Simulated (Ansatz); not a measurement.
# Mn (Mn, dhcp): the cost of one run

Method: DFT revPBE, plane waves (420 eV) with PAW, scalar-relativistic; PBE-made PAW files, in Ansatz 0.2.0.

### Step 1. The starting structure

It takes space group P6_3/mmc (No. 194, hexagonal). The conventional cell has a = 2.552 Å, b = 2.552 Å, c = 8.334 Å, α = 90.00°, β = 90.00°, γ = 120.00°. Mn (site symmetry -3m) is surrounded by 12 Mn at 2.55 Å. Mn (site symmetry -6m2) has 12 Mn at 2.55 Å as nearest neighbours.

Coordinates:

```cif
data_structure
_symmetry_space_group_name_H-M 'P6_3/mmc'
_symmetry_Int_Tables_number 194
_cell_length_a 2.5518
_cell_length_b 2.5518
_cell_length_c 8.3341
_cell_angle_alpha 90.000
_cell_angle_beta 90.000
_cell_angle_gamma 120.000
_cell_volume 47.00
loop_
_atom_site_label
_atom_site_type_symbol
_atom_site_symmetry_multiplicity
_atom_site_Wyckoff_symbol
_atom_site_fract_x
_atom_site_fract_y
_atom_site_fract_z
_atom_site_occupancy
Mn1 Mn 2 a 0.00000 0.00000 0.00000 1
Mn2 Mn 2 c 0.33333 0.66667 0.25000 1
```

### Step 2. Relaxation of the cell

File input.yaml:

```yaml
crystal:
  lattice:
    - [2.5517868831, 0.0, 0.0]
    - [-1.2758934415, 2.2099122658, 0.0]
    - [0.0, 0.0, 8.3341359602]
  atoms:
    - { symbol: Mn, position: [0.0, 0.0, 0.0] }
    - { symbol: Mn, position: [0.0, 0.0, 0.5] }
    - { symbol: Mn, position: [0.3333333333, 0.6666666667, 0.25] }
    - { symbol: Mn, position: [0.6666666667, 0.3333333333, 0.75] }
hamiltonian:
  xc: revpbe
  pseudopotentials:
    kind: paw
    azcp:
      Mn: "pseudopotentials/Mn.paw.azcp"
basis:
  ecutwfc: 420
  fft_grid_basis: typed
kpoints:
  mp_grid: { grid: [14, 14, 4], shift: [0, 0, 0] }
magnetization:
  spin_polarized: false
scf:
  occupations: { method: fermi_dirac, width: 0.1 }
relax:
  max_steps: 60
  f_tol: 0.01
  cell: {}
output:
  write_density: true
  write_potential: true
  elf: true
  volumetric_format: npy
```

**Question.** How long does this run take on 2 threads of Intel Xeon 6975P-C (Granite Rapids), shared host, and how much memory does it need?

About 15 s, with a peak of 0.45 GiB.
